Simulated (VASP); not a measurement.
# CuAu (P4/mmm) in VASP: notebook

One crystal, CuAu, is run at these levels: r2SCAN, PBE; tasks: equation of state, phonons.

All numbers are computed with VASP 6.6.1; they aren't measurements. Logs are shortened: lines on timing, memory, paths and dates and some standing lists are left out, and cuts for length are marked.

### 1 The crystal as given

It takes space group P4/mmm (No. 123, tetragonal). Conventional cell: a = 2.875 Å, b = 2.875 Å, c = 3.533 Å, α = 90.00°, β = 90.00°, γ = 90.00°. Au (site symmetry 4/mmm) has 8 Cu at 2.69 Å and 4 Au at 2.87 Å as nearest neighbours. Around Cu (site symmetry 4/mmm) lie 8 Au at 2.69 Å and 4 Cu at 2.87 Å.

### 2 Equation of state, r2SCAN, 14.01 Å³/atom (a relaxed cell with its volume scaled by 0.96)

INCAR reads:

```
ALGO     = Normal         # electronic algorithm
EDIFF    = 1E-7           # SCF threshold, eV
ENCUT    = 520            # plane-wave cutoff, eV
ISIF     = 2              # what is computed and relaxed
ISMEAR   = -1             # smearing method
LASPH    = T              # aspherical terms in the spheres
LCHARG   = F              # write CHGCAR
LMIXTAU  = T            
LREAL    = F              # projectors in reciprocal space
LWAVE    = F              # write WAVECAR
METAGGA  = R2SCAN         # meta-GGA
NELM     = 100            # most SCF steps
PREC     = Accurate       # precision mode
SIGMA    = 0.05           # smearing width, eV
```

KPOINTS reads:

```
k-points
0
Gamma
  8 8 6
```

POSCAR reads:

```
CuAu                                    
1.0
    2.8356753591     -0.0000000000     -0.0000000000
   -0.0000000000      2.8356753591      0.0000000000
   -0.0000000000     -0.0000000000      3.4851536715
  Au              Cu            
     1     1
Direct
     0.0000000000000000    0.0000000000000000    0.0000000000000000
     0.5000000000000000    0.5000000000000000    0.5000000000000000
```

Potentials or basis: VASP PAW PBE potentials, release 64 (Au, Cu).

Started as:

```bash
> cat potpaw_PBE.64/Au/POTCAR potpaw_PBE.64/Cu/POTCAR > POTCAR
> mpirun -np 1 vasp_std > vasp.out
```

OUTCAR:

```text
EDIFF = 1E-7
   ENCUT = 520
   ISIF = 2
   ISMEAR = -1
   LASPH = T
   LREAL = F
   METAGGA = R2SCAN
   NELM = 100
   PREC = Accurate

 ion  position               nearest neighbor table
   1  0.000  0.000  0.000-   2 2.66   2 2.66   2 2.66   2 2.66   2 2.66   2 2.66   2 2.66   2 2.66

   2  0.500  0.500  0.500-   1 2.66   1 2.66   1 2.66   1 2.66   1 2.66   1 2.66   1 2.66   1 2.66

  LATTYP: Found a simple tetragonal cell.
 ALAT       =     2.8356753591
 C/A-ratio  =     1.2290383172

  Lattice vectors:

 A1 = (   2.8356753591,   0.0000000000,   0.0000000000)
 A2 = (   0.0000000000,   2.8356753591,   0.0000000000)
 A3 = (   0.0000000000,   0.0000000000,   3.4851536715)

Analysis of symmetry for initial positions (statically):
=====================================================================
 Subroutine PRICEL returns:
 Original cell was already a primitive cell.

 Routine SETGRP: Setting up the symmetry group for a
 simple tetragonal supercell.

 Subroutine GETGRP returns: Found 16 space group operations
 (whereof 16 operations were pure point group operations)
 out of a pool of 16 trial point group operations.

The static configuration has the point symmetry D_4h.

Analysis of symmetry for dynamics (positions and initial velocities):
=====================================================================
 Subroutine PRICEL returns:
 Original cell was already a primitive cell.

 Routine SETGRP: Setting up the symmetry group for a
 simple tetragonal supercell.

 Subroutine GETGRP returns: Found 16 space group operations
 (whereof 16 operations were pure point group operations)
 out of a pool of 16 trial point group operations.

The dynamic configuration has the point symmetry D_4h.

 Subroutine INISYM returns: Found 16 space group operations
 (whereof 16 operations are pure point group operations),
 and found     1 'primitive' translations

----------------------------------------------------------------------------------------

                                     Primitive cell

  volume of cell :      28.0243

  direct lattice vectors                    reciprocal lattice vectors
     2.835675359  0.000000000  0.000000000     0.352649677  0.000000000  0.000000000
     0.000000000  2.835675359  0.000000000     0.000000000  0.352649677  0.000000000
     0.000000000  0.000000000  3.485153671     0.000000000  0.000000000  0.286931394

  length of vectors
     2.835675359  2.835675359  3.485153671     0.352649677  0.352649677  0.286931394

  position of ions in fractional coordinates (direct lattice)
     0.000000000  0.000000000  0.000000000
     0.500000000  0.500000000  0.500000000

  ion indices of the primitive-cell ions
   primitive index   ion index
                 1           1
                 2           2

----------------------------------------------------------------------------------------

 KPOINTS: k-points

Automatic generation of k-mesh.
 Grid dimensions read from file:
 generate k-points for:    8    8    6

 Generating k-lattice:

  Cartesian coordinates                     Fractional coordinates (reciprocal lattice)
     0.044081210  0.000000000  0.000000000     0.125000000  0.000000000  0.000000000
     0.000000000  0.044081210  0.000000000     0.000000000  0.125000000  0.000000000
     0.000000000  0.000000000  0.047821899     0.000000000  0.000000000  0.166666667

  Length of vectors
     0.044081210  0.044081210  0.047821899

  Shift w.r.t. Gamma in fractional coordinates (k-lattice)
     0.000000000  0.000000000  0.000000000

 Subroutine IBZKPT returns following result:
 ===========================================

 Found     60 irreducible k-points:

 Following reciprocal coordinates:
            Coordinates               Weight
  0.000000  0.000000  0.000000      1.000000
  0.125000  0.000000  0.000000      4.000000
  0.250000  0.000000  0.000000      4.000000
  0.375000  0.000000  0.000000      4.000000
  0.500000  0.000000  0.000000      2.000000
  0.125000  0.125000  0.000000      4.000000
[... 16 lines left out ...]
  0.375000  0.125000  0.166667     16.000000
  0.500000  0.125000  0.166667      8.000000
 [... further k-points ...]
   k-points           NKPTS =     60   k-points in BZ     NKDIM =     60   number of bands    NBANDS=     15
   number of dos      NEDOS =    301   number of ions     NIONS =      2
   total plane-waves  NPLWV =  16128
   dimension x,y,z NGX =    24 NGY =   24 NGZ =   28
   dimension x,y,z NGXF=    48 NGYF=   48 NGZF=   56
   ions per type =               1   1
   NGX,Y,Z   is equivalent  to a cutoff of  14.07, 14.07, 13.36 a.u.
   NGXF,Y,Z  is equivalent  to a cutoff of  28.14, 28.14, 26.71 a.u.
 SYSTEM =  unknown system
   PREC   = accura    normal or accurate (medium, high low for compatibility)
   ISTART =      0    job   : 0-new  1-cont  2-samecut
   ICHARG =      2    charge: 1-file 2-atom 10-const
   ISPIN  =      1    spin polarized calculation?
   LNONCOLLINEAR =      F non collinear calculations
   LSORBIT =      F    spin-orbit coupling
   LASPH  =      T    aspherical Exc in radial PAW
   ENCUT  =  520.0 eV  38.22 Ry    6.18 a.u.   5.27  5.27  6.48*2*pi/ulx,y,z
   NELM   =    100;   NELMIN=  2; NELMDL= -5     # of ELM steps
   EDIFF  = 0.1E-06   stopping-criterion for ELM
   LREAL  =      F    real-space projection
   EDIFFG = 0.1E-05   stopping-criterion for IOM
   NSW    =      0    number of steps for IOM
   IBRION =     -1    ionic relax: 0-MD 1-quasi-New 2-CG
   NFREE  =      0    steps in history (QN), initial steepest desc. (CG)
   ISIF   =      2    stress and relaxation
   ISYM   =      2    0-nonsym 1-usesym 2-fastsym
   POTIM  = 0.5000    time-step for ionic-motion
   TEBEG  =    0.0;   TEEND  =   0.0 temperature during run
   PSTRESS=    0.0 pullay stress
   NELECT =      22.0000    total number of electrons
   NUPDOWN=      -1.0000    fix difference up-down
   EMIN   =  10.00;   EMAX   =-10.00  energy-range for DOS
   EFERMI =   0.00;   METHOD = LEGACY
   ISMEAR =    -1;   SIGMA  =   0.05  broadening in eV -4-tet -1-fermi 0-gaus
   EFERMI_NEDOS =   21; number of points for ismear=-14 and -15
   IALGO  =     38    algorithm
   IMIX   =      4    mixing-type and parameters
     AMIX     =   0.40;   BMIX     =  1.00
     AMIX_MAG =   1.60;   BMIX_MAG =  1.00
  volume/ion in A,a.u.               =      14.01        94.56
  Fermi-wavevector in a.u.,A,eV,Ry     =   1.510210  2.853884 31.031283  2.280735
  Thomas-Fermi vector in A             =   2.620430
   LORBIT       =      0    0 simple, 1 ext, 2 COOP (PROOUT), +10 PAW based schemes
   METAGGA = R2SCAN    functional components
   LHFCALC =     F    Hartree Fock is set to
   AEXX    =    0.0000 exact exchange contribution
   IVDW    =     0    specifies the selected vdW correction
   LEPSILON=     F    determine dielectric tensor
   LRPA    =     F    only Hartree local field effects (RPA)
 non-spin polarized calculation
  energy-cutoff  :      520.00
  volume of cell :       28.02
 maximum number of plane-waves:       773
 NGX is ok and might be reduce to    24
   NGX = 11   NGY = 11   NGZ = 13

 number of electron      22.0000005 magnetization

 Free energy of the ion-electron system (eV)
  ---------------------------------------------------
  ext. energy  EPLUGINS =         0.00000000
  ---------------------------------------------------
  free energy    TOTEN  =       -61.51754647 eV

  energy without entropy =      -61.51154989  energy(sigma->0) =      -61.51454818

 E-fermi :   9.0938     XC(G=0): -13.8670

 val. band max:        9.0818741703   @ k =   0.3750   0.1250   0.5000
 cond. band min:       9.1082894548   @ k =   0.5000   0.3750   0.0000
 fundamental gap:      0.0264152845
 Fermi energy:         9.0938467412

 k-point     1 :       0.0000    0.0000    0.0000
  band No.  band energies     occupation
      1      -1.2529      2.00000
      2       2.0749      2.00000
      3       2.2076      2.00000
      4       4.6559      2.00000
      5       4.6559      2.00000
      6       5.6192      2.00000
      7       6.1989      2.00000
      8       6.8611      2.00000
      9       7.2914      2.00000
     10       7.5343      2.00000
     11       7.5343      2.00000
     12      12.3945      0.00000
     13      19.0140      0.00000
     14      19.0140      0.00000
     15      19.2505      0.00000

 k-point     2 :       0.1250    0.0000    0.0000
  band No.  band energies     occupation
      1      -0.8857      2.00000
      2       2.2383      2.00000
      3       2.4254      2.00000
      4       4.4748      2.00000
      5       4.7466      2.00000
      6       5.4816      2.00000
      7       6.2417      2.00000
      8       6.8306      2.00000
      9       7.1038      2.00000
     10       7.1187      2.00000
     11       7.4460      2.00000
     12      13.3170      0.00000
     13      16.7019      0.00000
     14      19.5632      0.00000
     15      19.6651      0.00000

 k-point     3 :       0.2500    0.0000    0.0000
  band No.  band energies     occupation
      1       0.1037      2.00000
      2       2.5699      2.00000
      3       3.1164      2.00000
      4       4.0168      2.00000
      5       4.9964      2.00000
      6       5.1315      2.00000
      7       6.2189      2.00000
      8       6.4553      2.00000
      9       6.7846      2.00000
     10       6.8921      2.00000
     11       7.2015      2.00000
     12      13.3880      0.00000
     13      15.3921      0.00000
     14      19.6173      0.00000
     15      21.4001      0.00000
[... 343 lines left out ...]
 k-point    23 :       0.3750    0.1250    0.1667
  band No.  band energies     occupation
      1       1.8148      2.00000
      2       2.9421      2.00000
      3       3.4863      2.00000
      4       3.8907      2.00000
      5       4.5306      2.00000
      6       5.0462      2.00000
      7       6.2433      2.00000
      8       6.3499      2.00000
      9       6.9221      2.00000
     10       7.1677      2.00000
     11       7.2347      2.00000
     12      11.1990      0.00000
     13      15.1844      0.00000
     14      20.1114      0.00000
     15      21.2102      0.00000

 k-point    24 :       0.5000    0.1250    0.1667
  band No.  band energies     occupation
      1       2.4427      2.00000
      2       2.6131      2.00000
      3       3.5895      2.00000
      4       3.7528      2.00000
      5       4.5822      2.00000
      6       5.5472      2.00000
      7       6.2332      2.00000
      8       6.2397      2.00000
      9       7.0630      2.00000
     10       7.0978      2.00000
     11       8.3490      2.00000
     12       8.8716      1.97679
     13      17.0379      0.00000
     14      17.8337      0.00000
     15      22.7727      0.00000

 [... further k-points ...]

------------------------ aborting loop because EDIFF is reached ----------------------------------------

  FORCE on cell =-STRESS in cart. coord.  units (eV):
  Direction    XX          YY          ZZ          XY          YZ          ZX
  --------------------------------------------------------------------------------------
  -------------------------------------------------------------------------------------
  Total        1.2907194      1.2907194      1.2027490      0.0000000     -0.0000000      0.0000000
  in kB       73.7916918     73.7916918     68.7623368      0.0000000     -0.0000000      0.0000000
  external PRESSURE =      72.1152401 kB  Pullay stress =       0.0000000 kB

 VOLUME and BASIS-vectors are now :
 -----------------------------------------------------------------------------
  energy-cutoff  :      520.00
  volume of cell :       28.02
      direct lattice vectors                 reciprocal lattice vectors
     2.835675359  0.000000000  0.000000000     0.352649677  0.000000000  0.000000000
     0.000000000  2.835675359  0.000000000     0.000000000  0.352649677  0.000000000
     0.000000000  0.000000000  3.485153671     0.000000000  0.000000000  0.286931394

 POSITION                                       TOTAL-FORCE (eV/Angst)
 -----------------------------------------------------------------------------------
      0.00000      0.00000      0.00000         0.000000      0.000000      0.000000
      1.41784      1.41784      1.74258         0.000000      0.000000      0.000000
 -----------------------------------------------------------------------------------
    total drift:                                0.000000      0.000000     -0.000000

  FREE ENERGIE OF THE ION-ELECTRON SYSTEM (eV)
  ---------------------------------------------------
  free  energy   TOTEN  =       -61.5175464728 eV

  energy  without entropy=      -61.5115498881  energy(sigma->0) =      -61.51454818
```

It took 36 s on 1 thread of Intel Xeon 6975P-C (Granite Rapids), shared host; peak memory 0.17 GiB.

Results:

```yaml
Free_energy: -61.5175 eV
Pressure: 7.2 GPa
Band_gap_on_the_k_mesh: none (metal or under the smearing width)
```

Caveat: the PAW data sets were made with another functional, which shifts forces and pressure a little.

### 3 Equation of state, r2SCAN, 14.30 Å³/atom (a relaxed cell with its volume scaled by 0.98)

INCAR is that of step 2.

KPOINTS is that of step 2.

POSCAR reads:

```
CuAu                                    
1.0
    2.8552323589     -0.0000000000     -0.0000000000
   -0.0000000000      2.8552323589      0.0000000000
   -0.0000000000     -0.0000000000      3.5091899736
  Au              Cu            
     1     1
Direct
     0.0000000000000000    0.0000000000000000    0.0000000000000000
     0.5000000000000000    0.5000000000000000    0.5000000000000000
```

Potentials or basis: VASP PAW PBE potentials, release 64 (Au, Cu).

Started as:

```bash
> cat potpaw_PBE.64/Au/POTCAR potpaw_PBE.64/Cu/POTCAR > POTCAR
> mpirun -np 1 vasp_std > vasp.out
```

It took 35 s on 1 thread of Intel Xeon 6975P-C (Granite Rapids), shared host; peak memory 0.17 GiB.

The run converged. Its results:

- Free energy: -61.5369 eV
- Pressure: 3.4 GPa
- Band gap on the k mesh: none (metal or under the smearing width)

Caveat: the PAW data sets were made with another functional, which shifts forces and pressure a little.

### 4 Equation of state, r2SCAN, 14.60 Å³/atom

INCAR is that of step 3.

KPOINTS is that of step 3.

POSCAR reads:

```
CuAu                                    
1.0
    2.8745250547     -0.0000000000     -0.0000000000
   -0.0000000000      2.8745250547      0.0000000000
   -0.0000000000     -0.0000000000      3.5329014360
  Au              Cu            
     1     1
Direct
     0.0000000000000000    0.0000000000000000    0.0000000000000000
     0.5000000000000000    0.5000000000000000    0.5000000000000000
```

Started as:

```bash
> cat potpaw_PBE.64/Au/POTCAR potpaw_PBE.64/Cu/POTCAR > POTCAR
> mpirun -np 1 vasp_std > vasp.out
```

Wall time 40 s (1 thread of Intel Xeon 6975P-C (Granite Rapids), shared host); peak memory 0.17 GiB.

Results (log left out):

```yaml
Free_energy: -61.5432 eV
Pressure: 0.0 GPa
Band_gap_on_the_k_mesh: none (metal or under the smearing width)
```

Caveat: the PAW data sets were made with another functional, which shifts forces and pressure a little.

### 5 Equation of state, r2SCAN, 14.89 Å³/atom (a relaxed cell with its volume scaled by 1.02)

INCAR is that of step 4.

KPOINTS is that of step 4.

POSCAR reads:

```
CuAu                                    
1.0
    2.8935621992     -0.0000000000     -0.0000000000
   -0.0000000000      2.8935621992      0.0000000000
   -0.0000000000     -0.0000000000      3.5562988161
  Au              Cu            
     1     1
Direct
     0.0000000000000000    0.0000000000000000    0.0000000000000000
     0.5000000000000000    0.5000000000000000    0.5000000000000000
```

Started as:

```bash
> cat potpaw_PBE.64/Au/POTCAR potpaw_PBE.64/Cu/POTCAR > POTCAR
> mpirun -np 1 vasp_std > vasp.out
```

It took 40 s on 1 thread of Intel Xeon 6975P-C (Granite Rapids), shared host; peak memory 0.17 GiB.

The run converged. Its results:

- Free energy: -61.5381 eV
- Pressure: -3.0 GPa
- Band gap on the k mesh: none (metal or under the smearing width)

Caveat: the PAW data sets were made with another functional, which shifts forces and pressure a little.

### 6 Equation of state, r2SCAN, 15.18 Å³/atom (a relaxed cell with its volume scaled by 1.04)

INCAR is that of step 5.

KPOINTS is that of step 5.

POSCAR reads:

```
CuAu                                    
1.0
    2.9123520907     -0.0000000000     -0.0000000000
   -0.0000000000      2.9123520907      0.0000000000
   -0.0000000000     -0.0000000000      3.5793923126
  Au              Cu            
     1     1
Direct
     0.0000000000000000    0.0000000000000000    0.0000000000000000
     0.5000000000000000    0.5000000000000000    0.5000000000000000
```

Potentials or basis: VASP PAW PBE potentials, release 64 (Au, Cu).

Started as:

```bash
> cat potpaw_PBE.64/Au/POTCAR potpaw_PBE.64/Cu/POTCAR > POTCAR
> mpirun -np 1 vasp_std > vasp.out
```

Wall time 42 s (1 thread of Intel Xeon 6975P-C (Granite Rapids), shared host); peak memory 0.16 GiB.

Results (log left out):

```
Free energy            : -61.5229 eV
Pressure               : -5.5 GPa
Band gap on the k mesh : none (metal or under the smearing width)
```

Caveat: the PAW data sets were made with another functional, which shifts forces and pressure a little.

### 7 Equation of state, r2SCAN

Potentials or basis: VASP PAW PBE potentials, release 64 (Au, Cu).

This step only gathers the single runs of the series.

What came out:

```yaml
Equilibrium_volume: 14.60 Å³/atom
Bulk_modulus_at_fixed_shape_and_positions: 156 GPa
Pressure_derivative_of_the_bulk_modulus: "5.6 (rough: it moves with the points fitted)"
```

Energy against volume, from the lowest point:
```csv
volume (Å³/atom),energy (meV/atom)
14.012,12.83
14.304,3.15
14.596,0.00
14.888,2.57
15.180,10.16
```

Caveat: the cell was scaled at fixed shape and fractional positions, which overstates the stiffness of a crystal with free parameters, most of all of layers and chains; the PAW data sets were made with another functional, which shifts forces and pressure a little. Spin-orbit coupling is left out, which matters for the levels of Au.

[end of part 1 of 2]
